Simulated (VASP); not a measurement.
# BaTe (Fm-3m) in VASP: a series of runs, part 2 of 2

VASP 6.6.1. Earlier steps stand in the parts before.

**4. G0W0 quasiparticle levels, PBE**

The input, POSCAR:

```
BaTe
1.0
    0.0000000000      3.4100000000      3.4100000000
    3.4100000000      0.0000000000      3.4100000000
    3.4100000000      3.4100000000      0.0000000000
Ba Te
1 1
Direct
    0.0000000000      0.0000000000      0.0000000000
    0.5000000000      0.5000000000      0.5000000000
```

The input, INCAR.step1:

```
SYSTEM = BaTe
  PREC = Accurate
  ENCUT = 450
  EDIFF = 1E-8
  ISMEAR = 0
  SIGMA = 0.01
  LREAL = .False.
  LASPH = .True.
  NELM = 80
  ALGO = Normal
  LWAVE = .True.
  LCHARG = .False.
  GGA = PE
```

The input, INCAR.step2:

```
SYSTEM = BaTe
  PREC = Accurate
  ENCUT = 450
  EDIFF = 1E-8
  ISMEAR = 0
  SIGMA = 0.01
  LREAL = .False.
  LASPH = .True.
  NELM = 1
  ALGO = Exact
  LWAVE = .True.
  LCHARG = .False.
  GGA = PE
  NBANDS = 306
  LOPTICS = .True.
  ISTART = 1
```

The input, INCAR.step3:

```
SYSTEM = BaTe
  PREC = Accurate
  ENCUT = 450
  EDIFF = 1E-8
  ISMEAR = 0
  SIGMA = 0.01
  LREAL = .False.
  LASPH = .True.
  ALGO = EVGW0
  LWAVE = .False.
  LCHARG = .False.
  GGA = PE
  NELMGW = 1
  NBANDS = 306
  ENCUTGW = 140
  NOMEGA = 50
  PRECFOCK = Fast
  ISTART = 1
  NBANDSGW = 16
```

The input, KPOINTS:

```
Automatic mesh
0
Gamma
  4 4 4
  0 0 0
```

Potentials or basis: VASP PAW PBE potentials, release 64 (Ba_sv_GW, Te_GW).

On the command line:

```sh
$ cat potpaw_PBE.64/Ba_sv_GW/POTCAR potpaw_PBE.64/Te_GW/POTCAR > POTCAR
$ cp INCAR.step1 INCAR
$ mpirun -np 1 vasp_std > vasp.out
$ cp INCAR.step2 INCAR
$ mpirun -np 1 vasp_std > vasp.out
$ cp INCAR.step3 INCAR
$ mpirun -np 1 vasp_std > vasp.out
```

OUTCAR:

```text
SYSTEM = BaTe
   PREC = Accurate
   ENCUT = 450
   EDIFF = 1E-8
   ISMEAR = 0
   LREAL = .False.
   LASPH = .True.
   GGA = PE
   NELMGW = 1
   ENCUTGW = 140
   PRECFOCK = Fast
   ISTART = 1

 ion  position               nearest neighbor table
   1  0.000  0.000  0.000-
   2  0.500  0.500  0.500-

  LATTYP: Found a face centered cubic cell.
 ALAT       =     6.8200000000

  Lattice vectors:

 A1 = (   0.0000000000,   3.4100000000,   3.4100000000)
[... 154 lines left out ...]
   ENCUTLF             =  -1.0    cutoff for local field effects
   NELMGW              =     1    number of iterations in solving QP/BSE equation
   NELMHF              =     1    number of iterations in the inner HF iteration
   NKREDLFX            =     1    NKREDLFY  =   1   NKREDLFZ  =   1
 non-spin polarized calculation
 Gauss-broadening in eV      SIGMA  =   0.01
  energy-cutoff  :      450.00
  volume of cell :       79.30
 maximum number of plane-waves:      1759
 NGX is ok and might be reduce to    36
  NGX = 18; NGY = 18; NGZ = 18
   NGX = 17   NGY = 17   NGZ = 17
 maximum number of plane-waves:       308

 QP shifts <psi_nk| G(iteration)W_0 |psi_nk>: iteration 1
 for sc-GW calculations column KS-energies equals QP-energies in previous step
 and V_xc(KS)=  KS-energies - (<T + V_ion + V_H > + <T+V_H+V_ion>^1  + <V_x>^1)

 k-point   1 :       0.0000    0.0000    0.0000
  band No.  KS-energies  QP-energies   sigma(KS)   V_xc(KS)     V^pw_x(r,r')   Z            occupation Imag(sigma)

      1     -22.6432     -23.2669     -16.2342     -15.1765     -24.4008       0.5897       2.0000       1.1841
      2      -7.8214      -9.1557     -15.6642     -13.8585     -18.9538       0.7390       2.0000       0.3029
      3      -7.8214      -9.1557     -15.6642     -13.8585     -18.9538       0.7390       2.0000       0.3029
      4      -7.8214      -9.1557     -15.6642     -13.8585     -18.9538       0.7390       2.0000       0.3029
      5      -5.5797      -6.4319     -12.3133     -11.0950     -17.2165       0.6995       2.0000       1.1164
      6       4.0708       3.2439     -11.6822     -10.5957     -12.7085       0.7610       2.0000       0.1042
[... 135 lines left out ...]
      2      -8.0500      -9.3225     -15.2462     -13.4758     -18.8210       0.7187       2.0000       0.3900
      3      -8.0250      -9.3735     -15.4310     -13.5865     -18.8235       0.7311       2.0000       0.3474
      4      -8.0250      -9.3735     -15.4310     -13.5865     -18.8235       0.7311       2.0000       0.3474
      5      -5.0567      -5.8867     -12.8695     -11.7075     -17.3620       0.7143       2.0000       0.9606
      6       2.7013       1.8104     -11.1070      -9.9085     -12.5493       0.7432       2.0000       0.1412
[... 8 lines left out ...]
     15      11.9897      14.1421      -8.4399     -11.3377      -2.5973       0.7428       0.0000      -0.3011
     16      12.7293      15.6000      -9.1402     -13.1041      -2.8875       0.7242       0.0000      -0.2838
```

Wall time 7.3 min (1 thread of Intel Xeon Platinum 8488C (Sapphire Rapids), shared host); peak memory 0.91 GiB.

What came out:

```yaml
Band_gap_on_the_k_mesh_mean-field_level: 1.41 eV, indirect (least direct gap 1.76 eV)
Quasiparticle_gap: 2.36 eV
Least_direct_quasiparticle_gap: 2.74 eV
```

Levels at points of the mesh, in eV from the valence-band top:
| k point | band 6 | band 7 | band 8 | band 9 | band 10 | band 11 |
| --- | --- | --- | --- | --- | --- | --- |
| (0.00, 0.00, 0.00) | 0.00 | 0.00 | 0.00 | 2.95 | 2.95 | 2.95 |
| (0.50, 0.00, 0.00) | -2.39 | -1.22 | -1.22 | 4.22 | 5.03 | 5.14 |
| (0.50, 0.50, 0.00) | -1.07 | -0.34 | -0.34 | 1.41 | 4.64 | 5.08 |

Caveat: bands, screening cutoff and mesh are small and nothing is extrapolated, so the quasiparticle values aren't converged; spin-orbit coupling is left out, which moves the levels of the heavy elements. A k mesh can miss the band edges.

**5. Band structure, PBE0**

POSCAR is that of step 4.

The input, INCAR.step1:

```
  ALGO = Normal
  EDIFF = 1E-5
  ENCUT = 520
  GGA = PE
  ISIF = 2
  ISMEAR = 0
  LASPH = T
  LCHARG = F
  LREAL = F
  LWAVE = T
  NELM = 80
  PREC = Accurate
  SIGMA = 0.02
```

The input, INCAR.step2:

```
  AEXX = 0.25
  ALGO = Normal
  EDIFF = 1E-7
  ENCUT = 520
  GGA = PE
  HFRCUT = -1
  ISIF = 2
  ISMEAR = 0
  ISTART = 1
  LASPH = T
  LCHARG = F
  LHFCALC = T
  LREAL = F
  LWAVE = F
  NELM = 80
  PREC = Accurate
  PRECFOCK = Fast
  SIGMA = 0.02
```

The input, KPOINTS:

```
k-points
0
Gamma
  4 4 4
```

The input, KPOINTS_OPT:

```
path GXWKGLUWLK,UX
12
line-mode
reciprocal
 0.0000000000  0.0000000000  0.0000000000  G
 0.5000000000  0.0000000000  0.5000000000  X

 0.5000000000  0.0000000000  0.5000000000  X
 0.5000000000  0.2500000000  0.7500000000  W

 0.5000000000  0.2500000000  0.7500000000  W
 0.3750000000  0.3750000000  0.7500000000  K

 0.3750000000  0.3750000000  0.7500000000  K
 0.0000000000  0.0000000000  0.0000000000  G

 0.0000000000  0.0000000000  0.0000000000  G
 0.5000000000  0.5000000000  0.5000000000  L

 0.5000000000  0.5000000000  0.5000000000  L
 0.6250000000  0.2500000000  0.6250000000  U

 0.6250000000  0.2500000000  0.6250000000  U
 0.5000000000  0.2500000000  0.7500000000  W

 0.5000000000  0.2500000000  0.7500000000  W
 0.5000000000  0.5000000000  0.5000000000  L

 0.5000000000  0.5000000000  0.5000000000  L
 0.3750000000  0.3750000000  0.7500000000  K

 0.6250000000  0.2500000000  0.6250000000  U
 0.5000000000  0.0000000000  0.5000000000  X
```

Potentials or basis: VASP PAW PBE potentials, release 64 (Ba_sv, Te).

On the command line:

```sh
$ cat potpaw_PBE.64/Ba_sv/POTCAR potpaw_PBE.64/Te/POTCAR > POTCAR
$ cp INCAR.step1 INCAR
$ mpirun -np 1 vasp_std > vasp.out
$ cp INCAR.step2 INCAR
$ mpirun -np 1 vasp_std > vasp.out
```

Wall time 29 min (1 thread of Intel Xeon Platinum 8375C at 2.90GHz (Ice Lake), shared host); peak memory 0.29 GiB.

The run converged. Its results:

* Free energy: -10.2423 eV
* Pressure: 4.0 GPa
* Band gap on the k mesh: 2.69 eV, indirect (least direct gap 3.13 eV)
* Band gap along the path: 2.69 eV, indirect (least direct gap 3.13 eV)

Levels at the corners of the path, in eV from the valence-band top:
```
point  band 6  band 7  band 8  band 9  band 10  band 11
    Γ    0.00    0.00    0.00    4.39     4.39     4.40
    X   -1.34   -0.44   -0.44    2.69     6.18     6.55
    X   -1.34   -0.44   -0.44    2.69     6.18     6.55
    W   -1.58   -1.12   -1.12    5.06     5.06     6.67
    W   -1.58   -1.12   -1.12    5.06     5.06     6.67
    K   -1.53   -1.26   -0.95    3.94     6.88     7.10
    K   -1.53   -1.26   -0.95    3.94     6.88     7.10
    Γ    0.00    0.00    0.00    4.39     4.39     4.43
    Γ    0.00    0.00    0.00    4.39     4.39     4.40
    L   -2.74   -1.43   -1.43    5.69     6.66     6.82
    L   -2.74   -1.43   -1.43    5.69     6.66     6.82
    U   -1.53   -1.26   -0.95    3.94     6.88     7.10
    U   -1.53   -1.26   -0.95    3.94     6.88     7.11
    W   -1.58   -1.12   -1.12    5.06     5.06     6.67
    W   -1.58   -1.12   -1.12    5.06     5.06     6.67
    L   -2.74   -1.43   -1.43    5.69     6.66     6.82
    L   -2.74   -1.43   -1.43    5.69     6.66     6.82
    K   -1.53   -1.26   -0.95    3.94     6.88     7.11
    U   -1.53   -1.26   -0.95    3.94     6.88     7.10
    X   -1.34   -0.44   -0.44    2.69     6.18     6.55
```

Caveat: the PAW data sets were made with another functional, which shifts forces and pressure a little; spin-orbit coupling is left out, which moves the levels of the heavy elements.

**6. Overview**

```tsv
task	level	potentials or basis	spin	k mesh	cutoff (eV)	smearing	GW scheme	GW iterations	cutoff of the response function	frequency points	empty bands	gap on the mesh (eV)	pressure (GPa)
band structure	r2SCAN	VASP PAW PBE potentials, release 64 (Ba_sv, Te)	off	6 × 6 × 6	520	gaussian 0.02 eV	-	-	-	-	-	1.68	4.5
band structure	PBE	VASP PAW PBE potentials, release 64 (Ba_sv, Te)	non-collinear, zero start, SOC	6 × 6 × 6	520	gaussian 0.02 eV	-	-	-	-	-	-	4.2
G0W0 quasiparticle levels	PBE	VASP PAW PBE potentials, release 64 (Ba_sv_GW, Te_GW)	off	4 × 4 × 4	450	gaussian 0.01 eV	G0W0	1	140	50	298	-	-
band structure	PBE0	VASP PAW PBE potentials, release 64 (Ba_sv, Te)	off	4 × 4 × 4	520	gaussian 0.02 eV	-	-	-	-	-	2.69	4.0
```

Alike in all rows: cell as given.

Caveats: spin-orbit coupling is left out, which moves the levels of the heavy elements (some runs); the PAW data sets were made with another functional, which shifts forces and pressure a little (some runs); bands, screening cutoff and mesh are small and nothing is extrapolated, so the quasiparticle values aren't converged (some runs).

Total energies depend on the potentials used, so only differences within one code and one set of settings carry meaning.
